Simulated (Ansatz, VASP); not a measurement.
## One calculation of GaAs, two programs

POSCAR

```
GaAs
1.0
    0.0000000000      2.8268500000      2.9116555000
    2.8268500000      0.0000000000      2.9116555000
    2.8268500000      2.8268500000      0.0000000000
Ga As
1 1
Direct
    0.0000000000      0.0000000000      0.0000000000
    0.7500000000      0.7500000000      0.7500000000
```

INCAR.step1

```
SYSTEM = GaAs
  PREC = Accurate
  ENCUT = 520
  ISMEAR = 0
  SIGMA = 0.05
  LREAL = .FALSE.
  LASPH = .TRUE.
  NELM = 100
  NBANDS = 16
  GGA = PE
  ALGO = Normal
  EDIFF = 1E-4
  LWAVE = .TRUE.
  LCHARG = .FALSE.
```

File INCAR.step2:

```
SYSTEM = GaAs
  PREC = Accurate
  ENCUT = 520
  EDIFF = 1E-7
  ISMEAR = 0
  SIGMA = 0.05
  LREAL = .FALSE.
  LASPH = .TRUE.
  NELM = 100
  ALGO = Normal
  ISIF = 2
  LWAVE = .FALSE.
  LCHARG = .FALSE.
  METAGGA = R2SCAN
  LMIXTAU = .TRUE.
  NBANDS = 16
  ISTART = 1
```

Contents of KPOINTS:

```
Automatic mesh
0
G
  8 8 8
  0 0 0
```

Input for Ansatz:

```yaml
crystal:
  lattice:
    - [0.0, 2.82685, 2.9116555]
    - [2.82685, 0.0, 2.9116555]
    - [2.82685, 2.82685, 0.0]
  atoms:
    - { symbol: Ga, position: [0.0, 0.0, 0.0] }
    - { symbol: As, position: [0.75, 0.75, 0.75] }
basis:
  ecutwfc: 500
kpoints:
  mp_grid: { grid: [8, 8, 8] }
hamiltonian:
  xc: r2scan
scf:
  occupations: { method: gaussian, width: 0.05 }
output:
  forces: true
  stress: true
  eigenvalues: true
```

Change from the starting cell: strain +0.0300 x Voigt [0, 0, 1, 0, 0, 0], atoms carried along.

Alike in both runs: task single point; functional r2SCAN; k mesh 8 × 8 × 8; occupations gaussian, width 0.05 eV; no spin polarisation.

```csv
,VASP,Ansatz
version,VASP 6.6.1,Ansatz 0.2.0
potentials or method,"VASP PAW PBE potentials, release 64 (Ga_d, As)","scalar-relativistic, plane waves, PAW"
plane-wave cutoff (eV),520,500
valence electrons in the cell,18,28
```

Ansatz gave:

| Item | Value |
| --- | --- |
| gap on the k mesh at the Fermi level (eV) | 0.71 |
| least direct gap on the mesh (eV) | 0.71 |
| pressure (GPa) | -1.6 |
| largest component of the traceless stress (GPa) | 1.39 |

What did VASP give for the same quantities?

gap on the k mesh at the Fermi level (eV): 0.69; least direct gap on the mesh (eV): 0.69; pressure (GPa): -1.5; largest component of the traceless stress (GPa): 1.36.

The two sets of potentials don't hold the same shells in valence.

Caveats: the PAW data sets were made with another functional, which shifts forces and pressure a little (VASP).
